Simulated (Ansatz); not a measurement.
A 2-atom cell of CaO from a published structure, relaxed with r2SCAN, was run in Ansatz under altered settings. All numbers are computed, without spin polarisation but where a row says otherwise.

```xyz
2
Lattice="0.0000 2.3975 2.3975 2.3975 0.0000 2.3975 2.3975 2.3975 0.0000" Properties=species:S:1:pos:R:3 pbc="T T T"
Ca    0.0000    0.0000    0.0000
O     2.3975    2.3975    2.3975
```

The base run's other keys:
```yaml
kpoints:
  mp_grid: { grid: [6, 6, 6] }
hamiltonian:
  xc: r2scan
scf:
  occupations: { method: fixed }
  n_extra_bands: 4
```

It takes 6 iterations with 725 plane waves at 500 eV and 16 k points, and leaves a mean stress of -0.02 GPa. The gap over this mesh is 4.199 eV. It ran on 4 threads of Arm Neoverse N1, with other jobs on the host.

Outcomes, with energy and stress as changes against the base:

| setting | outcome | ΔF (meV/atom) | Δ mean stress (GPa) | gap on the mesh (eV) | iterations | wall time |
| --- | --- | --- | --- | --- | --- | --- |
| basis.ecutrho_ratio: 8 | converged | 0.0 | 0.00 | 4.199 | 6 | 1.2 s |
| basis.xc_grid: 3 | converged | 0.0 | 0.00 | 4.199 | 6 | 0.84 s |
| scf.mixing.beta: 0.05 | converged | 0.0 | 0.00 | 4.199 | 7 | 0.98 s |
| basis.ecutrho_ratio: 12 | converged | 0.0 | 0.00 | 4.199 | 6 | 1.7 s |
| scf.n_extra_bands: 1 | converged | 0.0 | 0.00 | 4.199 | 6 | 0.89 s |
| crystal.symmetry.detect: false | converged | 0.0 | 0.00 | 4.199 | 6 | 4.2 s |
| kpoints.mp_grid.shift: [0, 0, 0.5] | converged, warned | 0.0 | 0.00 | 4.530 | 6 | 1.2 s |
| kpoints.mp_grid.grid: [2, 2, 2] | converged | +146 | +1.54 | 3.936 | 6 | 0.71 s |
| hamiltonian.xc: pbesol (cutoff then 420 eV) | converged | – | -1.94 | 3.553 | 7 | 0.46 s |
| scf.occupations: methfessel_paxton 0.001 | converged | 0.0 | 0.00 | 4.199 | 6 | 0.96 s |
| scf.mixing.preconditioner: resta | converged | 0.0 | 0.00 | 4.199 | 6 | 0.94 s |
| basis.ecutwfc: 350 | converged, warned | +39 | -0.06 | 4.201 | 6 | 0.75 s |
| kpoints.mp_grid.grid: [3, 3, 3] | converged | +12.8 | +0.21 | 4.676 | 6 | 0.72 s |
| basis.ecutwfc: -100 | refused | – | – | – | – | 0.14 s |

A dash marks a value that wasn't obtained or can't be compared. Stress is positive in compression. Its mean hides that meshes of lower symmetry stress the axes unequally. The base took 1.1 s.

- kpoints.mp_grid.shift: [0, 0, 0.5]. The free energy moves by 0.0 meV an atom, the mean stress by 0.00 GPa and the gap on the mesh by +0.331 eV (to 4.530). The mesh breaks the crystal's symmetry, so the stress, and any force that symmetry no longer fixes, lose it too. The gap changes mostly because other points are sampled; a mesh that misses a band edge overestimates it. Warned: symmetry narrowed by mesh.
- kpoints.mp_grid.grid: [2, 2, 2]. The free energy moves by +146 meV an atom, the mean stress by +1.54 GPa and the gap on the mesh by -0.263 eV (to 3.936). The mesh is too coarse.
- hamiltonian.xc: pbesol. The cutoff follows the functional, from 500 to 420 eV. The mean stress moves by -1.94 GPa and the gap on the mesh by -0.646 eV (to 3.553). It's another functional on the same cell, so totals aren't comparable.
- basis.ecutwfc: 350. 411 plane waves in place of 725. The free energy moves by +39 meV an atom, the mean stress by -0.06 GPa and the gap on the mesh by +0.003 eV (to 4.201). The basis is too small: these are errors of the cutoff. Warned: cutoff below recommended.
- kpoints.mp_grid.grid: [3, 3, 3]. The free energy moves by +12.8 meV an atom, the mean stress by +0.21 GPa and the gap on the mesh by +0.477 eV (to 4.676). The gap changes mostly because other points are sampled; a mesh that misses a band edge overestimates it. The mesh is too coarse.
- basis.ecutwfc: -100. The program doesn't start. Error: invalid value for `basis.ecutwfc`: must be finite and > 0; got -100 eV

Within 1 meV an atom, 0.1 GPa and 0.005 eV of the base stay: basis.ecutrho_ratio: 8; basis.xc_grid: 3; scf.mixing.beta: 0.05; basis.ecutrho_ratio: 12; scf.n_extra_bands: 1; crystal.symmetry.detect: false; scf.occupations: methfessel_paxton 0.001; scf.mixing.preconditioner: resta.
